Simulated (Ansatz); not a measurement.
# Si: the cost of one run

Computed with Ansatz 0.2.0 (DFT PBEsol, scalar-relativistic, plane waves, PAW, unless a step's input says otherwise).

1 further run of the same task is left out (set aside as unsound or not needed).

## (1) The structure to begin with

Symmetry: Fd-3m, No. 227, cubic system. Conventional cell: a = 5.433 Å, b = 5.433 Å, c = 5.433 Å, α = 90.00°, β = 90.00°, γ = 90.00°. Si (site symmetry -43m) is surrounded by 4 Si at 2.35 Å.

Coordinates:

```xyz
2
Lattice="0.0000 2.7164 2.7164 2.7164 0.0000 2.7164 2.7164 2.7164 0.0000" Properties=species:S:1:pos:R:3 pbc="T T T"
Si    2.7164    2.7164    2.7164
Si    4.0746    4.0746    4.0746
```

This cell was relaxed beforehand with the same method: volume 20.04 Å³/atom, gap on the mesh 0.46 eV.

## (2) Plan of the line

Gamma surface: rigid slide across a plane, one fault a cell; the plane is (0 1 1) of the conventional cell.

- slide along a1: 8 values from 0.000 to 0.875, periodic
- slide along a2: 8 values from 0.000 to 0.875, periodic

Nothing else is relaxed (rigid halves, spacing across the cut fixed). Energies count from the perfect crystal. Points are written as (first, second).

The two vectors of the plane (Å): (5.433, 0.000, 0.000); (0.000, 2.716, -2.716).

## (3) Grid point (0/8, 3/8) of the map's two axes

input.yaml

```yaml
crystal:
  lattice:
    - [5.4328540087, 0.0, 0.0]
    - [0.0, 2.7164270044, -2.7164270044]
    - [0.0, 9.1679411397, 7.1306208864]
  atoms:
    - { symbol: Si, position: [0.5, -0.09374375, 0.2499833333] }
    - { symbol: Si, position: [0.0, 0.34375625, 0.41665] }
    - { symbol: Si, position: [0.5, -0.21874375, 0.5833166667] }
    - { symbol: Si, position: [0.0, 0.21875625, 0.7499833333] }
    - { symbol: Si, position: [0.5, -0.34374375, 0.91665] }
    - { symbol: Si, position: [0.0, 0.46875625, 0.0833166667] }
    - { symbol: Si, position: [0.75, -0.15624375, 0.41665] }
    - { symbol: Si, position: [0.25, 0.28125625, 0.5833166667] }
    - { symbol: Si, position: [0.75, -0.28124375, 0.7499833333] }
    - { symbol: Si, position: [0.25, 0.15625625, 0.91665] }
    - { symbol: Si, position: [0.75, -0.03124375, 0.0833166667] }
    - { symbol: Si, position: [0.25, 0.40625625, 0.2499833333] }
basis:
  ecutwfc: 420
kpoints:
  mp_grid: { grid: [6, 9, 3] }
hamiltonian:
  xc: pbesol
  pseudopotentials: { kind: paw, azcp: { folder: soft_1 } }
scf:
  occupations: { method: gaussian, width: 0.05 }
output:
  forces: true
  stress: true
  eigenvalues: true
  write_density: true
  write_potential: true
  elf: true
  volumetric_format: npy
```

Launch:

```
$ ansatz run input.yaml --threads 2 --pin off --max-ram 4096MiB --backend cpu --events-out ev --progress --plain --runs-dir out
```

**Question.** How long does this run take on 2 threads of Arm Neoverse N1, shared host, and how much memory does it need?

About 39 s, with a peak of 0.64 GiB.
